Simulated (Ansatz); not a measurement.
MgO: band structure with PBEsol

**The experiment to reproduce.**

From “Electronic structure of alkaline earth and post-transition metal oxides”, 2009, arxiv:0908.1581, for a bulk crystal of MgO: band gap 7.83 eV.

Crystal: MgO.

```xyz
2
Lattice="0.0000 2.0970 2.0970 2.0970 0.0000 2.0970 2.0970 2.0970 0.0000" Properties=species:S:1:pos:R:3 pbc="T T T"
Mg    0.0000    0.0000    0.0000
O     2.0970    2.0970    2.0970
```

The cell is a database's computed one.

```
Program                             : Ansatz 0.2.0
Task                                : band structure
Functional                          : PBEsol
Potentials or basis                 : Ansatz PAW
Cutoff                              : 420 eV (not typed: the program's choice for these potentials)
k mesh                              : 11 × 11 × 11
Occupations                         : fermi-dirac, width 0.05 eV
Spin                                : no spin polarisation
Path                                : [["G", "X", "W", "K", "G", "L", "U", "W", "L", "K"], ["U", "X"]]
Points for each segment of the path : 14
```

- Pressure: 2.3 GPa
- Band gap on the k mesh: 4.76 eV, direct
- Band gap along the path: 4.76 eV, direct

Levels at the corners of the path, in eV from the valence-band top:
```
point  band 5  band 6  band 7  band 8  band 9  band 10  band 11  band 12
    Γ  -17.26    0.00    0.00    0.00    4.76    15.75    15.75    15.75
    X  -15.65   -4.17   -1.37   -1.37    8.97    10.01    13.10    19.04
    W  -15.58   -3.02   -3.02   -1.81   11.59    11.59    12.23    15.57
    K  -15.62   -3.57   -2.77   -1.17   10.01    11.82    12.51    18.18
    Γ  -17.26    0.00    0.00    0.00    4.76    15.75    15.75    15.75
    L  -15.88   -4.73   -0.67   -0.67    7.83    12.64    16.32    16.32
    U  -15.62   -3.57   -2.77   -1.17   10.01    11.82    12.51    18.18
    W  -15.58   -3.02   -3.02   -1.81   11.59    11.59    12.23    15.57
    L  -15.88   -4.73   -0.67   -0.67    7.83    12.64    16.32    16.32
    K  -15.62   -3.57   -2.77   -1.17   10.01    11.82    12.51    18.18
    U  -15.62   -3.57   -2.77   -1.17   10.01    11.82    12.51    18.18
    X  -15.65   -4.17   -1.37   -1.37    8.97    10.01    13.10    19.04
```

It took 1.2 s on 2 threads of Arm Neoverse V1, on a shared host, peak memory 0.25 GiB.

Against the measured gap of MgO, 7.83 eV (quoted in “Electronic structure of alkaline earth and post-transition metal oxides”, 2009, arxiv:0908.1581), the calculated 4.76 eV is off by -3.07 eV. The value is that of PBEsol, without temperature or zero-point motion. Semilocal functionals fall short of measured gaps as a rule. The cell is a database's relaxed one, not the measured one, which moves gaps too.

Caveat: the pressure holds a Pulay correction of +0.7 GPa for the finite cutoff; the PAW data sets come from PBE, with cores solved anew for the run's functional, which leaves a small shift of forces and pressure.
